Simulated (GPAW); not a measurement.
Here is a GPAW 26.7.0 calculation.

run.py

```python
from ase.dft.bandgap import bandgap
from ase.io import read, write
from ase.units import GPa
from gpaw import GPAW, PW

atoms = read('POSCAR')

calc = GPAW(mode=PW(600),
            xc='PBE',
            kpts={'size': (7, 7, 4), 'gamma': True},
            occupations={'name': 'methfessel-paxton', 'order': 0, 'width': 0.011},
            nbands=31,
            convergence={'density': 1e-05, 'energy': 1e-05},
            maxiter=150,
            txt='gpaw.txt')
atoms.calc = calc
energy = atoms.get_potential_energy()
forces = atoms.get_forces()
stress = atoms.get_stress()
calc.write('gs.gpw')
write('result.traj', atoms)
print(f'Energy: {energy:.6f} eV')
print('Forces (eV/A):')
print(forces.round(4))
print('Stress (GPa):', (stress / GPa).round(3))
print('Fermi level:', round(calc.get_fermi_level(), 4), 'eV')
print(f'Gap: {bandgap(calc)[0]:.4f} eV, direct: {bandgap(calc, direct=True)[0]:.4f} eV')
```

POSCAR

```
CdS
1.0
    4.1500000000      0.0000000000      0.0000000000
   -2.0750000000      3.5940054257      0.0000000000
    0.0000000000      0.0000000000      6.7370000000
Cd S
2 2
Direct
    0.6666666667      0.3333333333      0.5000000000
    0.3333333333      0.6666666667      0.0000000000
    0.6666666667      0.3333333333      0.8750000000
    0.3333333333      0.6666666667      0.3750000000
```

Potentials or basis: GPAW PAW data sets (gpaw-data 1.2.1), pw.

Command:

```sh
$ OMP_NUM_THREADS=1 python run.py
```

Problem. Estimate the band gap on the k mesh.

Solution. 1.18 eV, direct.

Problem. Estimate the largest force.

Solution. 0.067 eV/Å.

Problem. Predict the pressure.

Solution. 1.8 GPa.

Forces in eV/Å, atoms in the order of the input:
```
Cd   0.000  0.000 -0.067
Cd   0.000  0.000 -0.067
S    0.000  0.000  0.067
S    0.000  0.000  0.067
```

**Experimental background.**

From “Isotope dependence of band-gap energy”, 2008, arxiv:0807.2152, for a bulk crystal of CdS: band gap 2.5809 ± 0.0002 eV.

Measured gap of CdS: 2.5809 eV (quoted in “Isotope dependence of band-gap energy”, 2008, arxiv:0807.2152). This calculation gives 1.18 eV (-1.40 eV). So large a miss can be the level of theory's own, or it may mean another phase, state or a wrong row. Spin-orbit coupling on Cd is left out. The value is that of PBE, without temperature or zero-point motion. Semilocal functionals fall short of measured gaps as a rule.
